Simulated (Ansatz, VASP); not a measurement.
One calculation of In, two programs

```
CELL_PARAMETERS angstrom
0.00000 2.33723 2.33723
2.33723 0.00000 2.33723
2.33723 2.33723 0.00000
ATOMIC_POSITIONS crystal
In 0.00000 0.00000 0.00000
```

Alike in both runs: functional PBEsol; k mesh 12 × 12 × 12; occupations fermi-dirac, width 0.1 eV; no spin polarisation.

Ansatz relaxed the structure, and its values are those at the end. VASP's run is a single point on that final structure, the one shown.

|  | VASP | Ansatz |
| --- | --- | --- |
| version | VASP 6.6.1 | Ansatz 0.2.0 |
| potentials or method | VASP PAW PBE potentials, release 64 (In_d) | plane waves (420 eV) with PAW, scalar-relativistic |
| plane-wave cutoff (eV) | 520 | 420 |
| valence electrons in the cell | 13 | 13 |

|  | VASP | Ansatz | Ansatz less VASP |
| --- | --- | --- | --- |
| pressure (GPa) | 0.0 | 0.0 | +0.01 |

Ansatz warned: «pseudo_functional_mismatch».

Caveats: the PAW data sets were made with another functional, which shifts forces and pressure a little (VASP).
